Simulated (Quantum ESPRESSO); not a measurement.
Set up this calculation in Quantum ESPRESSO 7.5, as the native input.

| Item | Value |
| --- | --- |
| Task | dielectric tensor |
| Functional | LDA |
| Potentials or basis | PseudoDojo 0.4.1 SR LDA standard |
| Cutoff | 1143 eV |
| Density cutoff | 4572 eV |
| k mesh | 8 × 8 × 6, shifted |
| Occupations | fermi-dirac, width 0.05 eV |
| Spin | no spin polarisation |
| Form of the LDA correlation | PW92 |
| Mixing beta | 0.5 |
| Most SCF iterations | 120 |
| SCF threshold | 8e-10 Ry |

Crystal: SnO.

```
Sn O
1.0
     3.81370    0.00000    0.00000
     0.00000    3.81370    0.00000
     0.00000    0.00000    4.88691
Sn O
2 2
Direct
  0.50000 0.00000 0.76463
  0.00000 0.50000 0.23537
  0.00000 0.00000 0.00000
  0.50000 0.50000 0.00000
```

The cell is a database's computed one.

The input as run:

pw.in

```
&CONTROL
  calculation = 'scf'
  prefix = 'pwscf'
  outdir = './tmp'
  pseudo_dir = './pseudo'
  tprnfor = .true.
  tstress = .true.
  disk_io = 'low'
/
&SYSTEM
  ibrav = 0
  celldm(1) = 8
  nat = 4
  ntyp = 2
  ecutwfc = 84
  nbnd = 28
  occupations = 'smearing'
  smearing = 'fd'
  degauss = 0.00367493
/
&ELECTRONS
  conv_thr = 8d-10
  electron_maxstep = 120
  mixing_beta = 0.5
/
ATOMIC_SPECIES
Sn   118.7100 Sn.upf
O     15.9990 O.upf
CELL_PARAMETERS alat
  0.9008549360743   0.0000000000000   0.0000000000000
  0.0000000000000   0.9008549360743   0.0000000000000
  0.0000000000000   0.0000000000000   1.1543659664739
ATOMIC_POSITIONS crystal
Sn     0.5000000000    0.0000000000    0.7646261400
Sn     0.0000000000    0.5000000000    0.2353738600
O      0.0000000000    0.0000000000    0.0000000000
O      0.5000000000    0.5000000000    0.0000000000
K_POINTS automatic
8 8 6 1 1 1
```

gamma.in

```
&CONTROL
  calculation = 'bands'
  prefix = 'pwscf'
  outdir = './tmp'
  pseudo_dir = './pseudo'
  disk_io = 'low'
  verbosity = 'high'
/
&SYSTEM
  ibrav = 0
  celldm(1) = 8
  nat = 4
  ntyp = 2
  ecutwfc = 84
  nbnd = 28
  occupations = 'smearing'
  smearing = 'fd'
  degauss = 0.00367493
/
&ELECTRONS
  conv_thr = 1d-08
  electron_maxstep = 120
  mixing_beta = 0.5
  diago_full_acc = .true.
  startingwfc = 'random'
/
ATOMIC_SPECIES
Sn   118.7100 Sn.upf
O     15.9990 O.upf
CELL_PARAMETERS alat
  0.9008549360743   0.0000000000000   0.0000000000000
  0.0000000000000   0.9008549360743   0.0000000000000
  0.0000000000000   0.0000000000000   1.1543659664739
ATOMIC_POSITIONS crystal
Sn     0.5000000000    0.0000000000    0.7646261400
Sn     0.0000000000    0.5000000000    0.2353738600
O      0.0000000000    0.0000000000    0.0000000000
O      0.5000000000    0.5000000000    0.0000000000
K_POINTS crystal
1
0.0 0.0 0.0 1
```

scf2.in

```
&CONTROL
  calculation = 'scf'
  prefix = 'pwscf'
  outdir = './tmp'
  pseudo_dir = './pseudo'
  tprnfor = .true.
  tstress = .true.
  disk_io = 'low'
/
&SYSTEM
  ibrav = 0
  celldm(1) = 8
  nat = 4
  ntyp = 2
  ecutwfc = 84
  nbnd = 28
  occupations = 'fixed'
/
&ELECTRONS
  conv_thr = 1d-13
  electron_maxstep = 120
  mixing_beta = 0.5
  startingpot = 'file'
/
ATOMIC_SPECIES
Sn   118.7100 Sn.upf
O     15.9990 O.upf
CELL_PARAMETERS alat
  0.9008549360743   0.0000000000000   0.0000000000000
  0.0000000000000   0.9008549360743   0.0000000000000
  0.0000000000000   0.0000000000000   1.1543659664739
ATOMIC_POSITIONS crystal
Sn     0.5000000000    0.0000000000    0.7646261400
Sn     0.0000000000    0.5000000000    0.2353738600
O      0.0000000000    0.0000000000    0.0000000000
O      0.5000000000    0.5000000000    0.0000000000
K_POINTS automatic
8 8 6 1 1 1
```

ph.in

```
dielectric of SnO
&INPUTPH
  prefix = 'pwscf'
  outdir = './tmp'
  tr2_ph = 1d-18
  fildyn = 'dyn'
  niter_ph = 90
  alpha_mix(1) = 0.7
  epsil = .true.
  trans = .false.
  zeu = .true.
/
0.0000000000 0.0000000000 0.0000000000
```

Potentials or basis: PseudoDojo 0.4.1 SR LDA standard.

Launch:

```sh
$ OMP_NUM_THREADS=1 pw.x -in pw.in > pw.out
$ OMP_NUM_THREADS=1 pw.x -in gamma.in > gamma.out
$ OMP_NUM_THREADS=1 pw.x -in scf2.in > scf2.out
$ OMP_NUM_THREADS=1 ph.x -in ph.in > ph.out
```

Results of the run:

The pressure is -3.1 GPa. The largest force is 0.194 eV/Å, the electronic dielectric tensor (diagonal) is 7.98, 7.98, 7.07 and the born charges (mean of the diagonal) is Sn +3.01; O -3.01 e.

Caveat: the mesh is thin for the dielectric tensor, Born charges and intensities, which usually come out too large; the cell is more than 3 GPa from zero pressure, which shifts response properties.

Run time: 39 min on 1 thread of Intel(R) Xeon(R) Processor @ 2.50GHz (Skylake/Cascade Lake), on a shared host, peak memory 0.17 GiB.
